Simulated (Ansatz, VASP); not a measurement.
# Cross-check of SnAs between VASP and Ansatz, part 2 of 2

Aim: how closely do two programs agree when they are given the same cell, functional and k mesh? The cell is taken from a series of runs on this material, whose earlier steps may have relaxed, scaled, displaced or heated it; both programs get it as it stands.

VASP 6.6.1 and Ansatz 0.2.0.

So far: The structure; VASP: elastic constants, LDA.

## Step 3: Ansatz: elastic constants, LDA

Level of this step: Ansatz beside VASP: Kohn-Sham DFT, plane waves, LDA (Ansatz).

Ansatz runs on its default PAW (the set named soft_2) files.

The same cell, functional (in two slightly different forms), mesh and smearing now go to Ansatz, which takes its cutoff from its data sets.

Input file input.yaml:

```yaml
crystal:
  lattice:
    - [0.0, 2.8285157, 2.8285157]
    - [2.8285157, 0.0, 2.8285157]
    - [2.8285157, 2.8285157, 0.0]
  atoms:
    - { symbol: Sn, position: [0.5, 0.5, 0.5] }
    - { symbol: As, position: [0.0, 0.0, 0.0] }
kpoints:
  mp_grid: { grid: [4, 4, 4] }
hamiltonian:
  xc: lda
scf:
  occupations: { method: methfessel_paxton, width: 0.25 }
output:
  forces: true
  stress: true
  eigenvalues: true
elastic:
  mode: relaxed_ion
  stencil: two_point
  amplitude: 0.01
```

Command:

```bash
ansatz run input.yaml --threads 4 --pin off --max-ram 16384MiB --backend cpu --events-out ev --progress --plain --runs-dir out
```

Numbers of over 12 decimals in the logs are rounded to 6 here.

What it wrote:

```text
Engine: ansatz 0.2.0, x86_64-unknown-linux-gnu
Pseudopotentials: kind: paw
Pseudopotential: Sn, paw, valence charge 14, recommended cutoff 420 eV (normal), Sn.paw.azcp
Pseudopotential: As, paw, valence charge 15, recommended cutoff 420 eV (normal), As.paw.azcp
Functional definition: SPW92
  exchange = slater_x
  correlation = pw_c
Crystal: 2 atoms, lattice volume = 45.259 Å³
Basis set: ecut = 420 eV, 893 PW (Γ)
Bands: 19, of which v1, the nominal top of the filled ones, is band 15 counted from 1 (14 counted from 0)
Symmetry: 48 space group operations
Space group: Fm-3m (ITA 225), of the structure as read, at distance tolerance 3.6e-5 Å
k-points: 8 of 64
Non-local potential: Sn, projectors of the file, l = 0: 2, l = 1: 2, l = 2: 2, l = 3: 2
Non-local potential: As, projectors of the file, l = 0: 2, l = 1: 2, l = 2: 3, l = 3: 1
PAW form: soft (Blöchl's): semilocal exchange-correlation on the pseudo side does not see the compensation charge
PAW frozen core: Sn, regenerated for the run's functional, and the local potential with it (the file was generated under x = pbe(κ = 0.804, μ = 0.219515), c = pbe(β = 0.066725))
PAW frozen core: As, regenerated for the run's functional, and the local potential with it (the file was generated under x = pbe(κ = 0.804, μ = 0.219515), c = pbe(β = 0.066725))
PAW one-centre angular grid: Sn, 590 points (default); XC on 64 Gauss nodes
PAW one-centre angular grid: As, 590 points (default); XC on 64 Gauss nodes
Initial density: superposition of atomic densities (neutral atoms: chi_scale 0, normalization atom), corrected by the library's trained network
Initial wavefunctions: pseudopotential atomic-orbital guess
Functional: x = slater, c = lda
SCF iter   1: F=—  HF=-10653.408023 eV  |F-HF|=—  |Δ(HF+E_count)|=         —  Δρ=5.49e-3  dr2=6.66e-3  ethr=1.77e-3  ⟨swp⟩=5.0  Hψ=670  notcnv=0
preconditioner: auto → none  [insulator: Δε(μ)=0.846 eV  Ē_g=18.465 eV  σ=0.250 eV  W_gap=0.70  n_scr=14 (ndim 8)  ℏωp=24.1 eV  f_vac=0.000  D(μ)=0.62/eV (n_scr^D=0)  ε∞_Penn≈2.7]
SCF iter   2: F=—  HF=-10653.403468 eV  |F-HF|=—  |Δ(HF+E_count)|=   4.56e-3  S|Δr|=    0.00e0  Δρ=2.12e-3  dr2=1.08e-3  ethr=2.30e-5  ⟨swp⟩=2.4  Hψ=325  notcnv=0
SCF iter   3: F=—  HF=-10653.403054 eV  |F-HF|=—  |Δ(HF+E_count)|=   4.13e-4  S|Δr|=    0.00e0  Δρ=3.17e-4  dr2=5.39e-5  ethr=3.73e-6  ⟨swp⟩=2.2  Hψ=232  notcnv=0
SCF iter   4: F=—  HF=-10653.403037 eV  |F-HF|=—  |Δ(HF+E_count)|=   1.73e-5  S|Δr|=    0.00e0  Δρ=7.57e-5  dr2=2.91e-6  ethr=1.86e-7  ⟨swp⟩=2.0  Hψ=256  notcnv=0
SCF iter   5: F=—  HF=-10653.403030 eV  |F-HF|=—  |Δ(HF+E_count)|=   6.72e-6  S|Δr|=    0.00e0  Δρ=2.41e-5  dr2=1.20e-7  ethr=1.00e-8  ⟨swp⟩=2.0  Hψ=264  notcnv=0
SCF iter   6: F=—  HF=-10653.403030 eV  |F-HF|=—  |Δ(HF+E_count)|=   9.22e-9  S|Δr|=    0.00e0  Δρ=6.93e-6  dr2=9.47e-9  ethr=4.13e-10  ⟨swp⟩=2.0  Hψ=216  notcnv=0
SCF iter   7: F=—  HF=-10653.403030 eV  |F-HF|=—  |Δ(HF+E_count)|=   2.65e-9  S|Δr|=    0.00e0  Δρ=4.19e-7  dr2=3.28e-11  ethr=3.27e-11  ⟨swp⟩=1.0  Hψ=150  notcnv=0
SCF iter   8: F=—  HF=-10653.403030 eV  |F-HF|=—  |Δ(HF+E_count)|=  2.73e-11  S|Δr|=    0.00e0  Δρ=5.98e-8  dr2=1.02e-12  ethr=1.13e-13 (applied; sched 1.00e-12)  ⟨swp⟩=2.2  Hψ=226  notcnv=0
SCF iter   9: F=-10653.403030 eV  HF=-10653.403030 eV  |F-HF|=0.00e0  |Δ(HF+E_count)|=  1.82e-12  S|Δr|=    0.00e0  Δρ=1.05e-8  dr2=3.42e-14  ethr=1.00e-12  ⟨swp⟩=5.8  Hψ=546  notcnv=0
SCF 1 converged in 9 iterations: F = -10653.403030 eV  dr2 = 3.42e-14
  greatest PAW one-centre occupation: 0.999 electrons in one spin orbital (limit 2), on the As atom at site 1 (counted from 0), in its partial waves of l = 2
Crystal: 2 atoms, lattice volume = 44.806 Å³
Symmetry: 16 space group operations
k-points: 13 of 64
Initial density: handed on by an earlier stage of this run
Initial wavefunctions: those handed on with the density
iter 1 solved again at ethr=2.72e-7 eV; its pass at ethr=3.10e-3 eV (dr2=7.87e-5 eV) is discarded
[...]
preconditioner: auto → none  [insulator: Δε(μ)=0.763 eV  Ē_g=18.555 eV  σ=0.250 eV  W_gap=0.64  n_scr=14 (ndim 8)  ℏωp=24.2 eV  f_vac=0.000  D(μ)=0.62/eV (n_scr^D=0)  ε∞_Penn≈2.7]
[...]
SCF 2 converged in 8 iterations: F = -10653.400107 eV  dr2 = 6.53e-15
Crystal: 2 atoms, lattice volume = 45.712 Å³
[...]
preconditioner: auto → none  [insulator: Δε(μ)=0.772 eV  Ē_g=18.457 eV  σ=0.250 eV  W_gap=0.63  n_scr=14 (ndim 8)  ℏωp=23.9 eV  f_vac=0.000  D(μ)=0.61/eV (n_scr^D=0)  ε∞_Penn≈2.7]
[...]
SCF 3 converged in 7 iterations: F = -10653.400275 eV  dr2 = 7.91e-15
Crystal: 2 atoms, lattice volume = 45.258 Å³
Symmetry: 8 space group operations
k-points: 18 of 64
[...]
preconditioner: auto → none  [insulator: Δε(μ)=0.736 eV  Ē_g=18.506 eV  σ=0.250 eV  W_gap=0.57  n_scr=14 (ndim 8)  ℏωp=24.1 eV  f_vac=0.000  D(μ)=0.61/eV (n_scr^D=0)  ε∞_Penn≈2.7]
[...]
SCF iter   6: F=—  HF=-10653.402444 eV  |F-HF|=—  |Δ(HF+E_count)|=  7.46e-11  S|Δr|=    0.00e0  Δρ=1.72e-7  dr2=8.22e-12  ethr=4.92e-13 (applied; sched 1.00e-12)  ⟨swp⟩=2.2  Hψ=568  notcnv=0  defer=3
SCF iter   7: F=—  HF=-10653.402444 eV  |F-HF|=—  |Δ(HF+E_count)|=  5.46e-12  S|Δr|=    0.00e0  Δρ=2.61e-8  dr2=1.27e-13  ethr=2.84e-14 (applied; sched 1.00e-12)  ⟨swp⟩=2.0  Hψ=495  notcnv=0  defer=4
SCF iter   8: F=-10653.402444 eV  HF=-10653.402444 eV  |F-HF|=3.64e-12  |Δ(HF+E_count)|=  3.64e-12  S|Δr|=    0.00e0  Δρ=4.86e-9  dr2=2.89e-15  ethr=1.00e-12  ⟨swp⟩=4.1  Hψ=1087  notcnv=0
SCF 4 converged in 8 iterations: F = -10653.402444 eV  dr2 = 2.89e-15
iter 1 solved again at ethr=3.97e-10 eV; its pass at ethr=3.10e-3 eV (dr2=1.15e-7 eV) is discarded
SCF iter   1: F=—  HF=-10653.402444 eV  |F-HF|=—  |Δ(HF+E_count)|=         —  Δρ=1.85e-5  dr2=1.10e-7  ethr=3.97e-10  ⟨swp⟩=2.5  Hψ=1797  notcnv=0  defer=1
SCF iter   2: F=—  HF=-10653.402444 eV  |F-HF|=—  |Δ(HF+E_count)|=   2.30e-8  S|Δr|=    0.00e0  Δρ=7.36e-6  dr2=1.17e-8  ethr=3.79e-10  ⟨swp⟩=2.2  Hψ=444  notcnv=0  defer=1
SCF iter   3: F=—  HF=-10653.402444 eV  |F-HF|=—  |Δ(HF+E_count)|=   1.82e-9  S|Δr|=    0.00e0  Δρ=1.75e-6  dr2=1.03e-9  ethr=4.03e-11  ⟨swp⟩=2.4  Hψ=517  notcnv=0  defer=1
SCF iter   4: F=—  HF=-10653.402444 eV  |F-HF|=—  |Δ(HF+E_count)|=  1.82e-11  S|Δr|=    0.00e0  Δρ=6.00e-7  dr2=6.03e-11  ethr=3.57e-12  ⟨swp⟩=2.3  Hψ=536  notcnv=0  defer=1
SCF iter   5: F=—  HF=-10653.402444 eV  |F-HF|=—  |Δ(HF+E_count)|=  5.09e-11  S|Δr|=    0.00e0  Δρ=1.13e-7  dr2=1.57e-12  ethr=2.08e-13 (applied; sched 1.00e-12)  ⟨swp⟩=2.2  Hψ=581  notcnv=0  defer=4
SCF iter   6: F=-10653.402444 eV  HF=-10653.402444 eV  |F-HF|=1.82e-12  |Δ(HF+E_count)|=  1.82e-12  S|Δr|=    0.00e0  Δρ=2.32e-8  dr2=6.35e-14  ethr=1.00e-12  ⟨swp⟩=4.9  Hψ=1249  notcnv=0
SCF 5 converged in 6 iterations: F = -10653.402444 eV  dr2 = 6.35e-14
SCF converged after 9 iterations
Stability not checked: this state was not tested for a lower state beside it, because cold or Methfessel-Paxton smearing, or corrected tetrahedra, fill the levels in a way that the test cannot read (fill_not_monotonic; see scf.lower_state_search)
Free energy (F): -10653.403030 eV
Harris-Foulkes:  -10653.403030 eV  (|F-HF|=0.00e0)
Internal energy: -10653.402589 eV  (E = F + TS)
E sigma→0 (E₀):  -10653.402920 eV
Entropy (-TS):   -0.000441 eV (-0.221 meV/atom)
Fermi energy:    10.789645 eV
--- Per-component energies (eV) ---
  E_band       = -292.128707
  E_kinetic    = 292.996624
  E_local      = -2433.742053  (includes V_loc(G=0)·N_el)
  E_nonlocal   = -693.115188
  E_hartree    = 1424.854921
  E_xc         = -459.003104
  E_vxc        = -179.525428  (∫ρ·V_xc dr)
  E_paw        = -5748.744650  (= ΣΔE_a)
  E_vpaw       = -128.452512  (= ΣTr[D̂ρ^β])
  E_aug_tail   = 0.000008  (compensation charges beyond the density's cutoff)
  E_ewald      = -3039.149275
  E_core_change = 2.500128  (= ΣΔE_core)
  E_smearing   = -0.000441  (= −TS)
  E_closure    = 0.000000  (closes the sum)
  Σ components = -10653.403030   (vs F -10653.403030, Δ=0.00e0)
--- Forces (eV/Å), atoms counted from 1 ---
  atom   1  Sn     0.00000000    -0.00000000     0.00000000
  atom   2  As    -0.00000000    -0.00000000    -0.00000000
  max |Σ_I F_I| component: 8.81e-29 eV/Å
--- Stress (GPa, compression-positive) ---
       -0.012227      -0.000000       0.000000
        0.000000      -0.012227       0.000000
       -0.000000      -0.000000      -0.012227
  P = ⅓ Tr σ = -0.0122 GPa (-0.122 kbar)
--- Band table (eV; the first three rows and the last of 8) ---
  k-point 0: bands = [... 11 lower, 8.7388, 10.2107, 10.2107, 10.2107, 16.8887, 16.8887, 16.8887, 17.4397]
  k-point 1: bands = [... 11 lower, 5.3291, 10.3418, 10.3418, 12.0176, 14.3470, 14.3470, 14.8083, 17.9646]
  k-point 2: bands = [... 11 lower, 2.6000, 10.7290, 10.7290, 12.1899, 12.6621, 12.6621, 13.8196, 21.3335]
  k-point 7: bands = [... 11 lower, 4.0751, 6.3313, 6.3313, 12.3039, 13.5202, 17.3849, 17.3849, 20.3774]
--- Elastic constants: 2 strain directions × 2 members + reference (group order 48) ---
  dense FFT box of the reference and of every strained cell: 27×27×27
  strains applied: 11, 23; error gains: componentwise 1.00 (the most a stress slope's error grows in a printed constant), spectral 1.73 (1 for all six strains in a standard setting)
  C = ∂σ_k/∂η_j (tension-positive GPa; Voigt order 11 22 33 23 13 12):
       199.236     21.656     21.656      0.000     -0.000      0.000
        21.656    199.236     21.656      0.000      0.000     -0.000
        21.656     21.656    199.236     -0.000      0.000      0.000
         0.000     -0.000     -0.000     39.447      0.000     -0.000
        -0.000      0.000     -0.000     -0.000     39.447      0.000
         0.000     -0.000      0.000      0.000     -0.000     39.447
  reference stress σ⁰ (GPa):      0.012      0.012      0.012      0.000     -0.000     -0.000
  C* (energy form; C + prestress term) asymmetry max|C*_kj − C*_jk| = 1.066e-14 GPa — a small one proves nothing (zero by symmetry where the batch's group is 432, −43m or m−3m); a large one is finite-difference/SCF noise where every solve meets its electron count
  moduli (Voigt/Reuss/Hill, GPa): K = 80.85/80.85/80.85   G = 59.18/50.72/54.95   E = 134.41   ν = 0.223
  mechanically stable: yes (min eigenvalue of sym C = 39.45 GPa)
  strain η (Voigt 11):  stress-route row diagonal C_11 = 199.24 GPa, energy-path curvature d²(F+E_count+ΔE)/dδ²/Ω₀ = 198.74 GPa
         δ    σ_11 (GPa)             F (eV)   n_scf  n_hpsi   n_pw
    -1.000e-2      -2.1186      -10653.4001073       8    4770    893   relax 0 steps, max|allowed force component| 7.49e-29 eV/Å
     1.000e-2       1.8661      -10653.4002749       7    4259    910   relax 0 steps, max|allowed force component| 1.74e-29 eV/Å
  strain η (Voigt 23):  stress-route row diagonal C_44 = 39.45 GPa, energy-path curvature d²(F+E_count+ΔE)/dδ²/Ω₀ = 39.42 GPa
         δ    σ_23 (GPa)             F (eV)   n_scf  n_hpsi   n_pw
    -1.000e-2      -0.3945      -10653.4024441       8    6178    894   relax 0 steps, max|allowed force component| 2.52e-29 eV/Å
     1.000e-2       0.3945      -10653.4024441       6    5484    894   relax 0 steps, max|allowed force component| 2.37e-29 eV/Å
```

## Step 4: Comparison

Known differences besides the potentials themselves: the two LDA forms differ slightly; the data sets hold 29 valence electrons in Ansatz (on its default PAW (the set named soft_2) files) and 19 in VASP; the cutoff is 420 eV in Ansatz and 500 eV in VASP; VASP's log shows a relativistic correction to its local exchange, Ansatz's none; VASP takes each elastic constant from one size of strain, Ansatz from those that its log lists. Total energies have different zeros and are not compared.

The two programs side by side:

```csv
quantity,Ansatz,VASP,difference
C11 (GPa),199.2,203.1,-1.89 %
C22 (GPa),199.2,203.1,-1.89 %
C33 (GPa),199.2,203.1,-1.89 %
C12 (GPa),21.7,21.7,-0.02 %
C13 (GPa),21.7,21.7,-0.02 %
C23 (GPa),21.7,21.7,-0.02 %
C44 (GPa),39.4,39.4,+0.04 %
C55 (GPa),39.4,39.4,+0.04 %
C66 (GPa),39.4,39.4,+0.04 %
```

## Step 5: What came out

- difference in C11 (elastic constants, LDA): -1.9 %

In words: The difference in C11 is -1.9 % (elastic constants, LDA), within the 5 % picked in this series as the mark of a large difference. The data sets hold unlike numbers of valence electrons (29 in Ansatz and 19 in VASP), so part of the differences comes from the potentials. How closely two codes agree says nothing of how well the functional describes the real material.

[Lines on the potential files, build, host, timing and source positions are cut from VASP's logs without a mark.]

[Logs are printed without paths, hosts, clocks, repeated set-up lines and the standing remarks that a program may print on its own settings, such as how far it seeks lower states.]

[Hosts, paths, dates, database ids (printed as entryN), source tags and the programs' standing remarks are cut or masked in the printed files.]
